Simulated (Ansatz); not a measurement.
Space group Fm-3m (No. 225). a = 6.568 Å, b = 6.568 Å, c = 6.568 Å, α = 90.00°, β = 90.00°, γ = 90.00°
```
atom site symmetry x y z
  Na    8c      -43m  0.2500  0.7500  0.7500
   S    4a m-3m  0.0000  0.0000  0.0000
```

Equation of state of this Na2S structure (not necessarily the ground state), with shape and atoms relaxed at each volume where symmetry leaves them free. Level of theory: DFT PBE, scalar-relativistic, plane waves, PAW in Ansatz.

Cutoff 420 eV; k points 8×8×8 on the computed 3-atom cell (Γ-centred); Gaussian smearing, width 0.02 eV; no spin polarisation.

```tsv
V (Å³/atom)	E − E(largest V) (meV/atom)	P (GPa)	gap on mesh (eV)
20.778	19.86	4.73	2.89
21.486	2.32	3.25	2.77
22.195	-9.17	1.99	2.66
22.903	-15.53	0.92	2.55
23.611	-17.50	0.00	2.45
24.320	-15.73	-0.78	2.35
25.028	-10.78	-1.45	2.26
25.972	0.00	-2.19	2.15
```

Problem. Fit a third-order Birch–Murnaghan equation to E(V).

Solution. V0 = 23.61 Å³/atom, B0 = 28 GPa, B0' = 4.3.

Cost: 8 runs of about 0.43 core-minutes in all, on Arm Neoverse V1 (shared hosts).